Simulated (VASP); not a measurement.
Wanted: the native input for a VASP 6.6.1 run.

| Item | Value |
| --- | --- |
| Task | relaxation of cell and atoms |
| Functional | PBE |
| Potentials or basis | VASP PAW PBE potentials, release 64 (Na_pv, Cl) |
| Cutoff | 600 eV |
| k mesh | 8 × 8 × 8 |
| Occupations | gaussian, width 0.03 eV |
| Spin | no spin polarisation |
| Further INCAR settings | ALGO = Normal; EDIFF = 1e-07; IBRION = 2; EDIFFG = -0.005; NSW = 90; ISIF = 3 |

The structure of NaCl lies in POSCAR:

```
NaCl                                    
1.0
    0.0000000000      2.8495555159      2.8495555159
    2.8495555159     -0.0000000000      2.8495555159
    2.8495555159      2.8495555159      0.0000000000
  Na              Cl            
     1     1
Direct
     0.0000000000000000    0.0000000000000000    0.0000000000000000
     0.5000000000000000    0.5000000000000000    0.5000000000000000
```

One way to write it, as run:

INCAR

```
  PREC = Accurate
  ENCUT = 600
  EDIFF = 1E-7
  ISMEAR = 0
  SIGMA = 0.03
  LREAL = F
  LASPH = T
  NELM = 80
  ALGO = Normal
  ISIF = 3
  LWAVE = F
  LCHARG = F
  GGA = PE
  IBRION = 2
  NSW = 90
  EDIFFG = -0.005
```

KPOINTS

```
Automatic mesh
0
Gamma
  8 8 8
```

Potentials or basis: VASP PAW PBE potentials, release 64 (Na_pv, Cl).

Launch:

```console
$ cat potpaw_PBE.64/Na_pv/POTCAR potpaw_PBE.64/Cl/POTCAR > POTCAR
$ mpirun -np 1 vasp_std > vasp.out
```

Results of the run:

```yaml
Relaxed_volume: 23.12 Å³/atom
Relaxed_cell: a = 4.029 Å, b = 4.029 Å, c = 4.029 Å, α = 60.00°, β = 60.00°, γ = 60.00°
Space_group_after_relaxing_to_0.05_Å: Fm-3m (No. 225)
Energy_gained_by_relaxing: 0.0 meV/atom
Ionic_steps: 2
Pressure_after_relaxing: 0.0 GPa
Band_gap_on_the_k_mesh: 4.99 eV, direct
```

Run time: 9.8 s on 1 thread of Intel(R) Xeon(R) 6975P-C (Granite Rapids) (shared host), peak memory 0.17 GiB.
